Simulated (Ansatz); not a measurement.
The calculation used DFT PBE, scalar-relativistic, plane waves, PAW in Ansatz 0.2.0. Settings: cutoff 420 eV, Γ-centred meshes spaced at most about 0.3 Å⁻¹ (2π included), Gaussian smearing. No spin polarisation in the final relaxations.

These are static total energies at zero pressure. All come from trial cells, and lower structures may exist.

Question: Which of these relaxed structures of HfSi₂O₆ is the lowest in energy?
A.

Space group P-3m1 (No. 164). a = 3.565 Å, b = 3.565 Å, c = 7.471 Å, α = 90.00°, β = 90.00°, γ = 120.00°
| atom | site | symmetry | x | y | z |
| --- | --- | --- | --- | --- | --- |
| Hf | 1b | -3m. | 0.0000 | 0.0000 | 0.5000 |
| Si | 2d | 3m. | 0.3333 | 0.6667 | 0.1490 |
| O | 2c | 3m. | 0.0000 | 0.0000 | 0.2161 |
| O | 2d | 3m. | 0.6667 | 0.3333 | 0.6069 |
| O | 2d | 3m. | 0.3333 | 0.6667 | 0.9189 |

B.

Space group C2 (No. 5). a = 9.909 Å, b = 5.015 Å, c = 5.884 Å, α = 90.00°, β = 91.69°, γ = 90.00°
| atom | site | symmetry | x | y | z |
| --- | --- | --- | --- | --- | --- |
| Hf | 2a | 2 | 0.0000 | 0.4585 | 0.0000 |
| Si | 4c | 1 | 0.7531 | 0.7663 | 0.6552 |
| O | 4c | 1 | 0.7301 | 0.5750 | 0.4317 |
| O | 4c | 1 | 0.6105 | 0.1808 | 0.2024 |
| O | 4c | 1 | 0.8772 | 0.2481 | 0.1825 |

C.

Space group I4/mmm (No. 139). a = 3.370 Å, b = 3.370 Å, c = 14.470 Å, α = 90.00°, β = 90.00°, γ = 90.00°
```json
{"atom": "Hf", "site": "2b", "symmetry": "4/mmm", "x": "0.5000", "y": "0.5000", "z": "0.0000"}
{"atom": "Si", "site": "4e", "symmetry": "4mm", "x": "0.5000", "y": "0.5000", "z": "0.3295"}
{"atom": "O", "site": "8g", "symmetry": "2mm.", "x": "0.5000", "y": "0.0000", "z": "0.4079"}
{"atom": "O", "site": "4d", "symmetry": "-4m2", "x": "0.0000", "y": "0.5000", "z": "0.2500"}
```

Answer: B. It has space group C2 (No. 5); the next, A, with Hf and Si ordered on fluorite sites, space group P-3m1 (No. 164), lies 0.84 eV/atom higher. Counting O atoms around Hf and Si (those within 1.25 times the shortest such distance or 1.15 times the sum of covalent radii, 1.27 where that leaves under three; a plus sign parts nearer from farther groups), the lowest has Hf 4, Si 4 and the next has Hf 8, Si 2+6.

These runs have no spin–orbit coupling, which can matter for Hf. Cells relaxed within their symmetry can be saddle points. Some candidate types were left out of the draw beforehand, so a known form may be missing.
